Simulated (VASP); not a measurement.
# InSb (strained zincblende): one PBE single-point calculation in two programs

```yaml
crystal:
  lattice:
    - [0.00000, 3.21392, 3.34325]
    - [3.21392, 0.00000, 3.34325]
    - [3.21392, 3.21392, 0.00000]
  atoms:
    - { symbol: In, position: [0.00000, 0.00000, 0.00000] }
    - { symbol: Sb, position: [0.25000, 0.25000, 0.25000] }
```

Each program uses its own PAW datasets. VASP's cell holds 18 valence electrons and Ansatz's 28. Ansatz's stress includes a Pulay correction; VASP's doesn't.

Cutoffs: 520 eV in VASP, 420 eV in Ansatz. k meshes: 6×6×6 and 6×6×6.

```
                                                        VASP                             Ansatz
gap between bands v and c  -0.01 eV (bands overlap: a metal)  -0.01 eV (bands overlap: a metal)
         least direct gap                            0.00 eV                            0.00 eV
                 pressure                            2.4 GPa                            2.4 GPa
```

Band v is the last that the valence electrons fill when counted band by band, and c is the next. Levels in eV from the top of v, Ansatz:

```
point    v−1      v     c   c+1
    Γ  -0.21   0.00  0.00  2.88
    X  -2.14  -2.14  1.45  1.47
    K  -3.11  -2.00  1.48  3.50
    L  -1.18  -0.92  0.43  3.68
    W  -2.85  -2.72  3.48  3.96
```

VASP:

| point | v−1 | v | c | c+1 |
| --- | --- | --- | --- | --- |
| Γ | -0.21 | 0.00 | 0.00 | 2.87 |
| X | -2.14 | -2.14 | 1.44 | 1.46 |
| K | -3.11 | -2.01 | 1.47 | 3.49 |
| L | -1.18 | -0.92 | 0.42 | 3.66 |
| W | -2.85 | -2.73 | 3.48 | 3.95 |
